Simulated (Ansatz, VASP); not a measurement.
## W: VASP beside Ansatz

```xyz
4
Lattice="2.7588 0.0000 0.0000 -1.3794 2.3892 0.0000 0.0000 0.0000 9.7524" Properties=species:S:1:pos:R:3 pbc="T T T"
W     0.0000    0.0000    0.0000
W     0.0000    0.0000    4.8762
W     0.0000    1.5928    7.3143
W     1.3794    0.7964    2.4381
```

Alike in both runs: functional PBEsol; k mesh 6 × 6 × 2; occupations gaussian, width 0.1 eV; no spin polarisation.

Ansatz relaxed the structure, and its values are those at the end. VASP's run is a single point on that final structure, the one shown.

```csv
,VASP,Ansatz
version,VASP 6.6.1,Ansatz 0.2.0
potentials or method,"VASP PAW PBE potentials, release 64 (W_sv)","scalar-relativistic, plane waves, PAW"
plane-wave cutoff (eV),520,420
valence electrons in the cell,56,56
```

|  | VASP | Ansatz | Ansatz less VASP |
| --- | --- | --- | --- |
| gap on the k mesh at the Fermi level (eV) | none | none | - |
| pressure (GPa) | 0.7 | 0.0 | -0.65 |

A gap of «none» marks a metal or a gap that the smearing closes.

Caveats: the k mesh is coarse (spacing up to 0.44 Å⁻¹), so the values aren't converged; the PAW data sets were made with another functional, which shifts forces and pressure a little (VASP). The runs have no spin-orbit coupling, so splittings on W are missing.
